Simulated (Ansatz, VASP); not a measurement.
## One calculation of Cs, two programs

INCAR

```
SYSTEM = Cs
ALGO     = Normal         ! electronic algorithm
EDIFF    = 1E-6           ! SCF threshold, eV
ENCUT    = 520            ! plane-wave cutoff, eV
GGA      = CA             ! functional
ISIF     = 2              ! what is computed and relaxed
ISMEAR   = 0              ! smearing method
LASPH    = .TRUE.         ! aspherical terms in the spheres
LCHARG   = .TRUE.         ! write CHGCAR
LELF     = .TRUE.         ! ELF
LREAL    = .FALSE.        ! projectors in reciprocal space
LVHAR    = .TRUE.       
LWAVE    = .FALSE.        ! write WAVECAR
NBANDS   = 10             ! bands
NELM     = 100            ! most SCF steps
PREC     = Accurate       ! precision mode
SIGMA    = 0.15           ! smearing width, eV
```

File KPOINTS:

```
k-points
0
G
  10 10 10
  0 0 0
```

File POSCAR:

```
Cs
1.0
    0.0000000000      3.8298856678      4.0667858122
    3.8298856678      0.0000000000      4.0667858122
    3.8298856678      3.8298856678      0.0000000000
Cs
1
Direct
    0.0000000000      0.0000000000      0.0000000000
```

Input for Ansatz:

```yaml
crystal:
  lattice:
    - [0.0, 3.8298856678, 4.0667858122]
    - [3.8298856678, 0.0, 4.0667858122]
    - [3.8298856678, 3.8298856678, 0.0]
  atoms:
    - { symbol: Cs, position: [0.0, 0.0, 0.0] }
basis:
  ecutwfc: 420
kpoints:
  mp_grid: { grid: [10, 10, 10] }
hamiltonian:
  xc: lda
scf:
  occupations: { method: gaussian, width: 0.15 }
output:
  forces: true
  stress: true
  eigenvalues: true
```

Change from the starting cell: strain -0.030 along x and y, +0.030 along z, atoms carried along.

Alike in both runs: task single point; functional LDA; k mesh 10 × 10 × 10; occupations gaussian, width 0.15 eV; no spin polarisation.

|  | VASP | Ansatz |
| --- | --- | --- |
| version | VASP 6.6.1 | Ansatz 0.2.0 |
| potentials or method | VASP PAW LDA potentials, release 64 (Cs_sv) | scalar-relativistic, plane waves, PAW |
| plane-wave cutoff (eV) | 520 | 420 |
| valence electrons in the cell | 9 | 9 |

```tsv
	VASP	Ansatz	Ansatz less VASP
gap on the k mesh at the Fermi level (eV)	none	none	-
pressure (GPa)	-0.4	-0.4	+0.01
```

A gap of «none» marks a metal or a gap that the smearing closes.

Spin-orbit coupling is left out, which matters for the levels of Cs.
